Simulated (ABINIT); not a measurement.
# AgBr (Fm-3m): G0W0 in ABINIT against the bands in the screening

How does the gap of AgBr (Fm-3m) converge in the bands in the screening?

Calculated with ABINIT 10.8.3; PBE and many-body steps on it, plane waves.

The database entry behind the starting cell differs from later determinations by our own check (about 0.6 % short of the room-temperature cell), so it need not match the best structure at ambient conditions.

## (1) The starting structure

The structure is cubic, space group Fm-3m (No. 225). The conventional cell has a = 5.740 Å, b = 5.740 Å, c = 5.740 Å, α = 90.00°, β = 90.00°, γ = 90.00°. Nearest to Ag lie 6 Br at 2.87 Å. Nearest to Br lie 6 Ag at 2.87 Å. Farther neighbours and most contacts between anions are not listed.

The cell and positions come from the Crystallography Open Database and are kept as given unless a step says otherwise.

## (2) Screening, 4×4×4 mesh, 21 bands, screening to 163.3 eV

This step: ABINIT 10.8.3; RPA screening on PBE, plane waves, norm-conserving pseudopotentials.

The RPA dielectric matrix is built and inverted for each q.

File run.abi:

```
acell 3*1.0 Angstrom
rprim 
  -0.000000000000 2.870150000000 2.870150000000
  2.870150000000 0.000000000000 2.870150000000
  2.870150000000 2.870150000000 0.000000000000
ntypat 2
znucl 47 35
natom 2
typat 1 2
xred 
  0.000000000000 0.000000000000 0.000000000000
  0.500000000000 0.500000000000 0.500000000000
pp_dirpath "pseudos"
pseudos "Ag.upf, Br.upf"
ecut 37
ngkpt 4 4 4
nshiftk 1
shiftk 0 0 0
kptopt 1
chksymbreak 0
istwfk *1
occopt 1
irdwfk 1
optdriver 3
nband 21
ecuteps 6
inclvkb 2
awtr 1
symchi 1
indata_prefix "in"
outdata_prefix "out"
tmpdata_prefix "tmp"
```

Launch:

```
$ OMP_NUM_THREADS=1 mpirun -n 8 abinit run.abi > log
```

The program printed:

```text
.Version 10.8.3 of ABINIT. v10.8.2 released Aug 2026.

 Symmetries : space group Fm -3 m (#225); Bravais cF (face-center cubic)
[... echo of the input left out ...]
== DATASET  1 ==================================================================
-   mpi_nproc: 8, omp_nthreads: 1 (-1 if OMP is not activated)

--- !DatasetInfo
iteration_state: {dtset: 1, }
dimensions: {natom: 2, nkpt: 8, mband: 21, nsppol: 1, nspinor: 1, nspden: 1, mpw: 3479, }
cutoff_energies: {ecut:  37.0, pawecutdg:  -1.0, }
electrons: {nelect:   2.60000000E+01, charge:   0.00000000E+00, occopt:   1.00000000E+00, tsmear:   1.00000000E-02, }

 SCREENING: Calculation of the susceptibility and dielectric matrices

 Based on a program developped by R.W. Godby, V. Olevano, G. Onida, and L. Reining.
 Incorporated in ABINIT by V. Olevano, G.-M. Rignanese, and M. Torrent.
.Using double precision arithmetic ; gwpc =  8

[... cell and pseudopotentials left out ...]
--------------------------------------------------------------------------------

 ==== K-mesh for the wavefunctions ====
 Number of points in the irreducible wedge :     8
[... list of points left out ...]
 Together with 48 symmetry operations and time-reversal symmetry
 yields    64 points in the full Brillouin Zone.

 ==== Q-mesh for the screening function ====
 Number of points in the irreducible wedge :     8
[... list of points left out ...]
 Together with 48 symmetry operations and time-reversal symmetry
 yields    64 points in the full Brillouin Zone.

 setmesh: FFT mesh size selected  =    30x   30x   30
          total number of points  =        27000

 vcoul_init : cutoff-mode = AUXILIARY_FUNCTION
 q-points for optical limit:   1
     1)      0.000010    0.000020    0.000030

- screening: taking advantage of time-reversal symmetry
- Maximum band index for partially occupied states nbvw = 13
- Remaining bands to be divided among processors   nbcw = 8
- Number of bands treated by each node ~1

 Number of electrons calculated from density =   26.0000; Expected =   26.0000
 average of density, n =  0.081477
 r_s =    1.4310
 omega_plasma =   27.5342 [eV]

 calculating chi0 at frequencies [eV] :
  1    0.000000E+00    0.000000E+00
  2    0.000000E+00    2.753418E+01

--------------------------------------------------------------------------------
  q-point number  1        q = ( 0.000000, 0.000000, 0.000000) [r.l.u.]
--------------------------------------------------------------------------------
[... chi0 elements left out ...]
 For q-point:  0.000010 0.000020 0.000030
  dielectric constant =   6.5689
  dielectric constant without local fields =   7.0521

  Average fulfillment of the sum rule on Im[epsilon] for q-point    1 :     10.35  [%]
[... wings left out ...]
  q-point number  2        q = ( 0.250000, 0.000000, 0.000000) [r.l.u.]
--------------------------------------------------------------------------------
[... chi0 elements left out ...]
  Average fulfillment of the sum rule on Im[epsilon] for q-point    2 :     28.80  [%]

 [... 6 further q-points ...]
```

It took 5.5 s on 8 MPI ranks of AMD EPYC 7R43, shared host; peak memory 0.47 GiB.

This step gave:

- ε∞ with local fields, on this mesh, along the program's q direction: 6.569
- the same without local fields: 7.052
- plasma frequency: 27.53 eV
- plane waves in the screening matrix: 229

Local fields lower ε∞ by 7 %. On a Γ-centred mesh this coarse the value itself is usually too large, while a short band sum pulls it down.

## (3) 21 bands

This step: G0W0 on PBE, plane waves, norm-conserving pseudopotentials.

Changes to run.abi since step 2:

```diff
@@ -23,8 +23,17 @@
 irdwfk 1
-optdriver 3
-nband 21
+optdriver 4
+nband 89
+gwcalctyp 0
+ecutsigx 37
+symsigma 1
+nkptgw 2
+kptgw 
+  0.5000000000 0.0000000000 0.0000000000
+  0.0000000000 0.0000000000 0.0000000000
+bdgw 
+  12 15
+  11 17
 ecuteps 6
-inclvkb 2
-awtr 1
-symchi 1
+irdscr 1
+ppmodel 1
 indata_prefix "in"
```

The program printed:

```text
.Version 10.8.3 of ABINIT. v10.8.2 released Aug 2026.

 Symmetries : space group Fm -3 m (#225); Bravais cF (face-center cubic)
[... echo of the input left out ...]
== DATASET  1 ==================================================================
-   mpi_nproc: 8, omp_nthreads: 1 (-1 if OMP is not activated)

--- !DatasetInfo
iteration_state: {dtset: 1, }
dimensions: {natom: 2, nkpt: 8, mband: 89, nsppol: 1, nspinor: 1, nspden: 1, mpw: 3479, }
cutoff_energies: {ecut:  37.0, pawecutdg:  -1.0, }
electrons: {nelect:   2.60000000E+01, charge:   0.00000000E+00, occopt:   1.00000000E+00, tsmear:   1.00000000E-02, }

 SIGMA: Calculation of the GW corrections

 Based on a program developped by R.W. Godby, V. Olevano, G. Onida, and L. Reining.
 Incorporated in ABINIT by V. Olevano, G.-M. Rignanese, and M. Torrent.
.Using double precision arithmetic ; gwpc =  8

[... cell and pseudopotentials left out ...]
--------------------------------------------------------------------------------

 ==== K-mesh for the wavefunctions ====
 Number of points in the irreducible wedge :     8
[... list of points left out ...]
 Together with 48 symmetry operations and time-reversal symmetry
 yields    64 points in the full Brillouin Zone.

 ==== Q-mesh for screening function ====
 Number of points in the irreducible wedge :     8
[... list of points left out ...]
 Together with 48 symmetry operations and time-reversal symmetry
 yields    64 points in the full Brillouin Zone.

 vcoul_init : cutoff-mode = AUXILIARY_FUNCTION
 q-points for optical limit:   1
     1)      0.000010    0.000020    0.000030
 setmesh: FFT mesh size selected  =    45x   45x   45
          total number of points  =        91125

 Number of electrons calculated from density =   26.0000; Expected =   26.0000
 average of density, n =  0.081477
 r_s =    1.4310
 omega_plasma =   27.5342 [eV]

 === KS Band Gaps ===
  >>>> For spin  1
   Minimum direct gap =   2.6040 [eV], located at k-point      :   0.0000  0.0000  0.0000
   Fundamental gap    =   0.6721 [eV], Top of valence bands at :   0.5000  0.0000  0.0000
                                       Bottom of conduction at :   0.0000  0.0000  0.0000
 SIGMA fundamental parameters:
 PLASMON POLE MODEL  1
 number of plane-waves for SigmaX                 3479
 number of plane-waves for SigmaC and W            229
 number of plane-waves for wavefunctions          3479
 number of bands                                    89
 number of independent spin polarizations            1
 number of spinorial components                      1
 number of k-points in IBZ                           8
 number of q-points in IBZ                           8
 number of symmetry operations                      48
 number of k-points in BZ                           64
 number of q-points in BZ                           64
 number of frequencies for dSigma/dE                 9
 frequency step for dSigma/dE [eV]                0.25
 number of omega for Sigma on real axis              0
 max omega for Sigma on real axis  [eV]           0.00
 zcut for avoiding poles [eV]                     0.10

 EPSILON^-1 parameters (SCR file):
 dimension of the eps^-1 matrix on file            229
 dimension of the eps^-1 matrix used               229
 number of plane-waves for wavefunctions          3479
 number of bands                                    21
 number of q-points in IBZ                           8
 number of frequencies                               2
 number of real frequencies                          1
 number of imag frequencies                          1

 matrix elements of self-energy operator (all in [eV])

 Perturbative Calculation

--- !SelfEnergy_ee
iteration_state: {dtset: 1, }
kpoint     : [   0.500,    0.000,    0.000, ]
spin       : 1
KS_gap     :    3.739
QP_gap     :    4.983
Delta_QP_KS:    1.244
data: !SigmaeeData |
     Band     E0 <VxcDFT>   SigX SigC(E0)      Z dSigC/dE  Sig(E)    E-E0       E
       12   4.902 -19.825 -24.070   3.535   0.778  -0.285 -20.377  -0.552   4.350
       13   4.902 -19.825 -24.070   3.535   0.778  -0.285 -20.377  -0.552   4.350
       14   8.640  -8.808  -4.761  -3.207   0.824  -0.214  -8.116   0.692   9.332
       15  11.496 -13.328  -7.291  -4.133   0.779  -0.284 -11.845   1.483  12.979

--- !SelfEnergy_ee
iteration_state: {dtset: 1, }
kpoint     : [   0.000,    0.000,    0.000, ]
spin       : 1
KS_gap     :    2.604
QP_gap     :    3.949
Delta_QP_KS:    1.345
data: !SigmaeeData |
     Band     E0 <VxcDFT>   SigX SigC(E0)      Z dSigC/dE  Sig(E)    E-E0       E
       11   2.970 -13.222 -16.694   2.981   0.777  -0.288 -13.604  -0.382   2.587
       12   2.970 -13.222 -16.694   2.981   0.777  -0.288 -13.604  -0.382   2.587
       13   2.970 -13.222 -16.694   2.981   0.777  -0.288 -13.604  -0.382   2.587
       14   5.574 -10.605  -6.493  -2.935   0.818  -0.222  -9.642   0.963   6.537
       15  14.829 -11.431  -6.553  -3.748   0.802  -0.247 -10.524   0.906  15.735
       16  14.829 -11.431  -6.553  -3.748   0.802  -0.247 -10.524   0.906  15.735
       17  14.829 -11.431  -6.553  -3.748   0.802  -0.247 -10.524   0.906  15.735

== END DATASET(S) ==============================================================
================================================================================

 -outvars: echo values of variables after computation  --------
           etotal      0.0000000000E+00
            nband          89
             nkpt           8
          spgroup         225
 [... the other variables as echoed above ...]

 Calculation completed.
```

Elapsed: 9 s, on 8 MPI ranks; peak memory 1.5 GiB.

This step gave:

```
G0W0 gap on the points computed              : 2.187 eV
starting gap on the mesh                     : 0.6721 eV
k of the valence top                         : 0.5, 0, 0
k of the conduction bottom                   : 0, 0, 0
Z at the valence top                         : 0.778
Z at the conduction bottom                   : 0.818
least direct G0W0 gap on the computed points : 3.950 eV
```

## (4) Screening, 4×4×4 mesh, 30 bands, screening to 163.3 eV

This step: RPA screening on PBE, plane waves, norm-conserving pseudopotentials.

Changes to run.abi since step 3:

```diff
@@ -23,17 +23,8 @@
 irdwfk 1
-optdriver 4
-nband 89
-gwcalctyp 0
-ecutsigx 37
-symsigma 1
-nkptgw 2
-kptgw 
-  0.5000000000 0.0000000000 0.0000000000
-  0.0000000000 0.0000000000 0.0000000000
-bdgw 
-  12 15
-  11 17
+optdriver 3
+nband 30
 ecuteps 6
-irdscr 1
-ppmodel 1
+inclvkb 2
+awtr 1
+symchi 1
 indata_prefix "in"
```

The program printed:

```text
.Version 10.8.3 of ABINIT. v10.8.2 released Aug 2026.

 Symmetries : space group Fm -3 m (#225); Bravais cF (face-center cubic)
[... echo of the input left out ...]
== DATASET  1 ==================================================================
-   mpi_nproc: 8, omp_nthreads: 1 (-1 if OMP is not activated)

--- !DatasetInfo
iteration_state: {dtset: 1, }
dimensions: {natom: 2, nkpt: 8, mband: 30, nsppol: 1, nspinor: 1, nspden: 1, mpw: 3479, }
cutoff_energies: {ecut:  37.0, pawecutdg:  -1.0, }
electrons: {nelect:   2.60000000E+01, charge:   0.00000000E+00, occopt:   1.00000000E+00, tsmear:   1.00000000E-02, }

 SCREENING: Calculation of the susceptibility and dielectric matrices

 Based on a program developped by R.W. Godby, V. Olevano, G. Onida, and L. Reining.
 Incorporated in ABINIT by V. Olevano, G.-M. Rignanese, and M. Torrent.
.Using double precision arithmetic ; gwpc =  8

[... cell and pseudopotentials left out ...]
--------------------------------------------------------------------------------

 ==== K-mesh for the wavefunctions ====
 Number of points in the irreducible wedge :     8
[... list of points left out ...]
 Together with 48 symmetry operations and time-reversal symmetry
 yields    64 points in the full Brillouin Zone.

 ==== Q-mesh for the screening function ====
 Number of points in the irreducible wedge :     8
[... list of points left out ...]
 Together with 48 symmetry operations and time-reversal symmetry
 yields    64 points in the full Brillouin Zone.

 setmesh: FFT mesh size selected  =    30x   30x   30
          total number of points  =        27000

 vcoul_init : cutoff-mode = AUXILIARY_FUNCTION
 q-points for optical limit:   1
     1)      0.000010    0.000020    0.000030

- screening: taking advantage of time-reversal symmetry
- Maximum band index for partially occupied states nbvw = 13
- Remaining bands to be divided among processors   nbcw = 17
- Number of bands treated by each node ~2

 Number of electrons calculated from density =   26.0000; Expected =   26.0000
 average of density, n =  0.081477
 r_s =    1.4310
 omega_plasma =   27.5342 [eV]

 calculating chi0 at frequencies [eV] :
  1    0.000000E+00    0.000000E+00
  2    0.000000E+00    2.753418E+01

--------------------------------------------------------------------------------
  q-point number  1        q = ( 0.000000, 0.000000, 0.000000) [r.l.u.]
--------------------------------------------------------------------------------
[... chi0 elements left out ...]
 For q-point:  0.000010 0.000020 0.000030
  dielectric constant =   6.7004
  dielectric constant without local fields =   7.2149

  Average fulfillment of the sum rule on Im[epsilon] for q-point    1 :     22.04  [%]
[... wings left out ...]
  q-point number  2        q = ( 0.250000, 0.000000, 0.000000) [r.l.u.]
--------------------------------------------------------------------------------
[... chi0 elements left out ...]
  Average fulfillment of the sum rule on Im[epsilon] for q-point    2 :     39.81  [%]

 [... 6 further q-points ...]
```

The job ended after 7.6 s (8 MPI ranks; peak memory 1.2 GiB).

This step gave:

```
ε∞ with local fields, on this mesh, along the program's q direction : 6.700
the same without local fields                                       : 7.215
plasma frequency                                                    : 27.53 eV
plane waves in the screening matrix                                 : 229
```

## (5) 30 bands

The self-energy is evaluated for the states that the input lists, and the levels follow from it, in one-shot runs by the linearised quasiparticle equation.

This step: G0W0 on PBE, plane waves, norm-conserving pseudopotentials.

Changes to run.abi since step 4:

```diff
@@ -23,8 +23,17 @@
 irdwfk 1
-optdriver 3
-nband 30
+optdriver 4
+nband 89
+gwcalctyp 0
+ecutsigx 37
+symsigma 1
+nkptgw 2
+kptgw 
+  0.5000000000 0.0000000000 0.0000000000
+  0.0000000000 0.0000000000 0.0000000000
+bdgw 
+  12 15
+  11 17
 ecuteps 6
-inclvkb 2
-awtr 1
-symchi 1
+irdscr 1
+ppmodel 1
 indata_prefix "in"
```

The program printed:

```text
.Version 10.8.3 of ABINIT. v10.8.2 released Aug 2026.

 Symmetries : space group Fm -3 m (#225); Bravais cF (face-center cubic)
[... echo of the input left out ...]
== DATASET  1 ==================================================================
-   mpi_nproc: 8, omp_nthreads: 1 (-1 if OMP is not activated)

--- !DatasetInfo
iteration_state: {dtset: 1, }
dimensions: {natom: 2, nkpt: 8, mband: 89, nsppol: 1, nspinor: 1, nspden: 1, mpw: 3479, }
cutoff_energies: {ecut:  37.0, pawecutdg:  -1.0, }
electrons: {nelect:   2.60000000E+01, charge:   0.00000000E+00, occopt:   1.00000000E+00, tsmear:   1.00000000E-02, }

 SIGMA: Calculation of the GW corrections

 Based on a program developped by R.W. Godby, V. Olevano, G. Onida, and L. Reining.
 Incorporated in ABINIT by V. Olevano, G.-M. Rignanese, and M. Torrent.
.Using double precision arithmetic ; gwpc =  8

[... cell and pseudopotentials left out ...]
--------------------------------------------------------------------------------

 ==== K-mesh for the wavefunctions ====
 Number of points in the irreducible wedge :     8
[... list of points left out ...]
 Together with 48 symmetry operations and time-reversal symmetry
 yields    64 points in the full Brillouin Zone.

 ==== Q-mesh for screening function ====
 Number of points in the irreducible wedge :     8
[... list of points left out ...]
 Together with 48 symmetry operations and time-reversal symmetry
 yields    64 points in the full Brillouin Zone.

 vcoul_init : cutoff-mode = AUXILIARY_FUNCTION
 q-points for optical limit:   1
     1)      0.000010    0.000020    0.000030
 setmesh: FFT mesh size selected  =    45x   45x   45
          total number of points  =        91125

 Number of electrons calculated from density =   26.0000; Expected =   26.0000
[...]
number of omega for Sigma on real axis              0
 max omega for Sigma on real axis  [eV]           0.00
 zcut for avoiding poles [eV]                     0.10

 EPSILON^-1 parameters (SCR file):
 dimension of the eps^-1 matrix on file            229
 dimension of the eps^-1 matrix used               229
 number of plane-waves for wavefunctions          3479
 number of bands                                    30
 number of q-points in IBZ                           8
 number of frequencies                               2
 number of real frequencies                          1
 number of imag frequencies                          1

 matrix elements of self-energy operator (all in [eV])

 Perturbative Calculation

--- !SelfEnergy_ee
iteration_state: {dtset: 1, }
kpoint     : [   0.500,    0.000,    0.000, ]
spin       : 1
KS_gap     :    3.739
QP_gap     :    4.693
Delta_QP_KS:    0.954
data: !SigmaeeData |
     Band     E0 <VxcDFT>   SigX SigC(E0)      Z dSigC/dE  Sig(E)    E-E0       E
       12   4.902 -19.825 -24.070   3.618   0.787  -0.270 -20.318  -0.493   4.409
       13   4.902 -19.825 -24.070   3.618   0.787  -0.270 -20.318  -0.493   4.409
       14   8.640  -8.808  -4.761  -3.489   0.828  -0.208  -8.347   0.461   9.102
[...]
--- !SelfEnergy_ee
iteration_state: {dtset: 1, }
kpoint     : [   0.000,    0.000,    0.000, ]
spin       : 1
KS_gap     :    2.604
QP_gap     :    3.816
Delta_QP_KS:    1.212
data: !SigmaeeData |
     Band     E0 <VxcDFT>   SigX SigC(E0)      Z dSigC/dE  Sig(E)    E-E0       E
[...]
16  14.829 -11.431  -6.553  -3.968   0.807  -0.240 -10.697   0.733  15.562
       17  14.829 -11.431  -6.553  -3.968   0.807  -0.240 -10.697   0.733  15.562

== END DATASET(S) ==============================================================
================================================================================

 -outvars: echo values of variables after computation  --------
           etotal      0.0000000000E+00
            nband          89
             nkpt           8
          spgroup         225
 [... the other variables as echoed above ...]

 Calculation completed.
```

Elapsed: 9 s, on 8 MPI ranks; peak memory 1.5 GiB.

Numbers from this step:

| Quantity | Value |
| --- | --- |
| G0W0 gap on the points computed | 1.878 eV |
| starting gap on the mesh | 0.6721 eV |
| k of the valence top | 0.5, 0, 0 |
| k of the conduction bottom | 0, 0, 0 |
| Z at the valence top | 0.787 |
| Z at the conduction bottom | 0.823 |
| least direct G0W0 gap on the computed points | 3.816 eV |

The gap on the mesh goes from 0.67 eV to 1.88 eV, a correction of +1.21 eV.

[end of part 1 of 2]

[Paths, hosts, dates, memory and timing lines, banners, echoed tables and standing remarks are left out of the program output.]

[Logs are printed without paths, hosts, clocks, repeated set-up lines and the standing remarks that a program may print on its own settings, such as how far it seeks lower states.]

[Runs of the session that timed out or met a known fault of the program may be left out.]

[Hosts, paths, dates, database ids (printed as entryN), source tags and the programs' standing remarks are cut or masked in the printed files.]

[G0W0 gaps are taken among the corrected bands and points alone; a level outside them can change the order at an edge.]

[Where Ansatz stands beside ABINIT at settings called matched, ABINIT's density can come from a denser mesh and the files from another edition; pairs whose starting gaps differed by over 0.03 eV were left out, so agreement reads better than it is.]
